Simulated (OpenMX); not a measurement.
The system is TiO2.

```
Ti O
1.0
     5.58222    0.00000    0.00000
    -2.79111    4.83435    0.00000
     0.00000    0.00000    6.08247
Ti O
3 6
Direct
  0.46694 0.00000 0.33333
  0.00000 0.46694 0.66667
  0.53306 0.53306 0.00000
  0.58107 0.85143 0.12066
  0.72963 0.14857 0.54600
  0.27037 0.41893 0.78733
  0.85143 0.58107 0.87934
  0.14857 0.72963 0.45400
  0.41893 0.27037 0.21267
```

Measurements of this composition are mostly on another form, of space group No. 141.

Base run:

| Item | Value |
| --- | --- |
| Program | OpenMX 3.8.5 |
| Functional | PBE |
| Dispersion | D3(BJ) |
| Potentials or basis | OpenMX 2013 PBE set, Ti7.0-s3p2d2, O6.0-s2p2d1, grid cutoff 400 Ry |
| k mesh | 5 × 5 × 5 |
| Occupations | fermi-dirac, width 0.05 eV |
| Spin | no spin polarisation |

Its results: band gap on the k mesh 3.19 eV, direct; pressure -0.6 GPa; largest force 0.190 eV/Å.

**Question.** The run is repeated on the same cell with these changes: dispersion from D3(BJ) to D4. What comes out?

**Answer.** Band gap on the k mesh 3.19 eV, direct; pressure 3.9 GPa; largest force 0.235 eV/Å.

Caveats: an odd mesh through Γ misses points on the zone boundary, where band edges often lie; the basis of atomic orbitals isn't converged, which shifts pressures, moduli and gaps.
